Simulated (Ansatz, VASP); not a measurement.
## C in VASP and in Ansatz

```
C
1.0
     0.00000    1.78340    1.78340
     1.78340    0.00000    1.78340
     1.78340    1.78340    0.00000
C
2
Direct
  0.47196 0.47196 0.44874
  0.75000 0.75000 0.75000
```

Alike in both runs: task single point; functional PBE; k mesh 12 × 12 × 12; occupations gaussian, width 0.05 eV; no spin polarisation.

|  | VASP | Ansatz |
| --- | --- | --- |
| version | VASP 6.6.1 | Ansatz 0.2.0 |
| potentials or method | VASP PAW PBE potentials, release 64 (C) | scalar-relativistic, plane waves, PAW |
| plane-wave cutoff (eV) | 520 | 420 |
| valence electrons in the cell | 8 | 8 |

|  | VASP | Ansatz | Ansatz less VASP |
| --- | --- | --- | --- |
| gap on the k mesh at the Fermi level (eV) | 0.54 | 0.53 | -0.003 |
| least direct gap on the mesh (eV) | 0.55 | 0.55 | -0.003 |
| pressure (GPa) | 14.5 | 13.8 | -0.68 |
| largest component of the traceless stress (GPa) | 10.67 | 10.87 | +0.205 |
| rms of the force components (eV/Å) | 2.827 | 2.818 | -0.0083 |

Atom by atom the forces differ by 0.008 eV/Å (rms over components).

Caveats: forces of over 1 eV/Å show positions far from the minimum, so gaps and moduli don't describe the material at rest.
